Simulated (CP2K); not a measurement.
K in CP2K: the effect of functional

The system is K.

```
K
1.0
     4.79683    0.00000    0.00000
     2.39842    4.15418    0.00000
     2.39842    1.38473    3.91660
K
1
Direct
  0.00000 0.00000 0.00000
```

This isn't the form of K at room conditions, which is bcc.

Alike in all runs:

* Program: CP2K 2026.2
* Task: single point
* Potentials or basis: POTENTIAL_UZH K GTH-PBE-q9; TZVP-MOLOPT-PBE-GTH basis
* Density cutoff: 9184 eV
* k mesh: 7 × 7 × 7
* Occupations: fermi-dirac, width 0.05 eV
* Spin: no spin polarisation

```csv
functional,pressure (GPa)
PBE,-0.2
LDA,-0.6
PBEsol,-0.3
BLYP,-0.1
PW91,-0.2
WC,-0.2
TASK,?
```

Task: What does the run with functional TASK give?

Result: Pressure 1.4 GPa.

Caveats: the basis of atomic orbitals isn't converged, which shifts pressures, moduli and gaps; the potentials were made for another functional, which shifts forces and pressure (some runs).
